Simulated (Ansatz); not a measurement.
TiAl in Ansatz: convergence with smearing width

The system is TiAl.

```xyz
2
Lattice="2.8673 0.0000 0.0000 -1.4336 2.4831 0.0000 0.0000 0.0000 4.6781" Properties=species:S:1:pos:R:3 pbc="T T T"
Ti    0.0000    0.0000    0.0000
Al    0.0000    1.6554    2.3390
```

The cell comes from a database or a generator and needn't be the stable form of this composition.

| Quantity | Value |
| --- | --- |
| Program | Ansatz 0.2.0 |
| Task | convergence study |
| Functional | PBEsol |
| Potentials or basis | JTH PAW |
| Cutoff | 1230 eV (not typed: the program's choice for these potentials) |
| k mesh | 9 × 9 × 5 |
| Occupations | methfessel-paxton, width 0.3 eV |
| Spin | no spin polarisation |

These are the settings of the first run; the series varies smearing width, with any setting tied to it.

Hardware: 2 threads of Arm Neoverse V2, with other jobs on the host.

| smearing width | energy less the tightest run, at zero smearing (meV/atom) | pressure (GPa) | SCF cycles | CPU time (s) | peak memory (GiB) |
| --- | --- | --- | --- | --- | --- |
| 0.3 eV | -3.10 | -2.79 | 8 | 6.3 | 0.4 |
| 0.2 eV | -1.53 | -2.83 | 8 | 6.4 | 0.4 |
| 0.15 eV | -0.93 | -2.87 | 8 | 6.7 | 0.4 |
| 0.1 eV | -0.41 | -2.94 | 9 | 6.7 | 0.4 |
| 0.05 eV | -0.17 | -3.02 | 8 | 6.3 | 0.4 |
| 0.025 eV | -0.08 | -3.07 | 9 | 7.5 | 0.4 |
| 0.01 eV | -0.03 | -3.07 | 10 | 6.9 | 0.4 |
| 0.005 eV | 0.00 | -3.06 | 12 | 7.5 | 0.4 |

Against the tightest run, the energy stays within 1 meV/atom from 0.15 eV on; the pressure stays within 0.1 GPa from 0.05 eV on. Narrower smearing needs a denser k mesh, so at a fixed mesh the narrowest width isn't the most accurate. The tightest run that finished is the yardstick and may itself not be fully converged.
